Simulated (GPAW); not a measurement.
Crystal: Nb.

```
Nb
1.0
     2.71964    0.00000    0.00000
     0.00000    2.71964    0.00000
     0.00000    0.00000    2.71964
Nb
1
Direct
  0.50000 0.50000 0.50000
```

The cell was built by a generator and needn't be a form met in nature.

- Program: GPAW 26.7.0
- Task: relaxation of cell and atoms
- Functional: LDA
- Potentials or basis: the program's PAW data sets (release 1.2.1) made for this functional
- Cutoff: 600 eV
- Basis: pw
- k mesh: 8 × 8 × 8
- Occupations: fermi-dirac, width 0.05 eV
- Spin: no spin polarisation

At the start: pressure -10.4 GPa; volume 20.12 Å³/atom.

Task: Where does the relaxation end?

Result: Over 4 steps the energy falls by 52.5 meV/atom and the volume is 18.60 Å³/atom (-7.5 %); space group Pm-3m (No. 221, to 0.05 Å).

The path:
| step | energy change (eV) | largest force (eV/Å) | pressure (GPa) | volume (Å³) |
| --- | --- | --- | --- | --- |
| 1 | 0.0000 | 0.0000 | -10.40 | 20.12 |
| 2 | -0.0481 | 0.0000 | -3.31 | 19.02 |
| 3 | -0.0525 | 0.0000 | 0.29 | 18.57 |
| 4 | -0.0525 | 0.0000 | 0.00 | 18.60 |

Final structure:
```
Nb
1.0
     2.64967    0.00000    0.00000
     0.00000    2.64967    0.00000
     0.00000    0.00000    2.64967
Nb
1
Cartesian
  1.3248 1.3248 1.3248
```

Caveat: later steps reuse the first step's grids.
